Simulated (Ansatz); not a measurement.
Method: DFT PBE, scalar-relativistic, plane waves, PAW in Ansatz 0.2.0. Settings: cutoff 420 eV, Γ-centred meshes spaced at most about 0.3 Å⁻¹, and about 0.25 Å⁻¹ or finer for metals (2π included), Gaussian smearing. No spin polarisation.

These are static total energies at zero pressure.

Two forms of Na4H were relaxed alike.

1.

```xyz
5
Lattice="5.1456 0.0000 0.0000 0.0000 5.1456 0.0000 0.0000 0.0000 5.1456" Properties=species:S:1:pos:R:3 pbc="T T T"
Na    2.5728    0.0000    0.0000
Na    0.0000    2.5728    0.0000
Na    0.0000    0.0000    2.5728
Na    2.5728    2.5728    2.5728
H     0.0000    0.0000    0.0000
```

2.

```xyz
10
Lattice="4.7472 0.0000 0.0000 0.0000 4.7472 0.0000 0.0000 0.0000 13.2317" Properties=species:S:1:pos:R:3 pbc="T T T"
Na    0.0000    0.0000    0.0000
Na    2.3736    2.3736    0.0000
Na    0.0000    2.3736    6.2034
Na    2.3736    0.0000    7.0283
Na    0.0000    0.0000    3.5674
Na    2.3736    2.3736    3.5674
Na    2.3736    2.3736    9.6643
Na    0.0000    0.0000    9.6643
H     0.0000    2.3736    3.9434
H     2.3736    0.0000    9.2883
```

Problem. Which is lower in energy, and by how much?

Solution. Cell 1 is lower, by 15 meV/atom. Cell 1 has space group Pm-3m (No. 221), 27.2 Å³/atom and no gap on its mesh; cell 2 has space group P4/nmm (No. 129), 29.8 Å³/atom and no gap. Counting Na atoms around H (those within 1.25 times the shortest such distance or 1.15 times the sum of covalent radii, 1.27 where that leaves under three), cell 1 has H 6 and cell 2 has H 5. The denser one is the lower, and pressure would at first widen the difference. Even the lower one lies +0.04 eV/atom against the reference forms of the elements (uncorrected), a margin that errors in the energy of the gaseous reference can exceed. Both come from invented guesses.

The k mesh leaves some 4 meV/atom of noise in the energy of each metallic cell. With hydrogen, zero-point motion can shift such differences by 10 meV/atom or more. Cells relaxed within their symmetry can be saddle points.
